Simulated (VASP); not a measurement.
**Ir: single point with PBEsol**

Crystal: Ir.

```
CELL_PARAMETERS angstrom
-1.53954 1.53954 1.53954
1.53954 -1.53954 1.53954
1.53954 1.53954 -1.53954
ATOMIC_POSITIONS crystal
Ir 0.00000 0.00000 0.00000
```

This isn't the form of Ir at room conditions, which is fcc.

* Program: VASP 6.6.1
* Task: single point
* Functional: PBEsol
* Potentials or basis: VASP PAW PBE potentials, release 64 (Ir)
* Cutoff: 900 eV
* k mesh: 20 × 20 × 20
* Occupations: gaussian, width 0.1 eV
* Spin: no spin polarisation

```
Pressure               : 0.1 GPa
Band gap on the k mesh : none (metal or under the smearing width)
```

Levels at points of the mesh, in eV from the Fermi level:
```csv
k point,band 2,band 3,band 4,band 5,band 6,band 7
"(0.00, 0.00, 0.00)",-3.59,-3.59,-3.59,-0.54,-0.54,16.92
"(0.50, 0.00, 0.00)",-5.42,-0.72,-0.13,-0.04,2.24,7.90
"(0.50, 0.50, 0.50)",-7.01,1.53,1.53,1.53,7.85,7.85
```

It took 64 s on 1 thread of AMD EPYC 7R13 Processor (Zen 3), on a shared host, peak memory 0.2 GiB.

Caveat: the PAW data sets were made with another functional, which shifts forces and pressure a little. The run has no spin-orbit coupling, so splittings on Ir are missing.
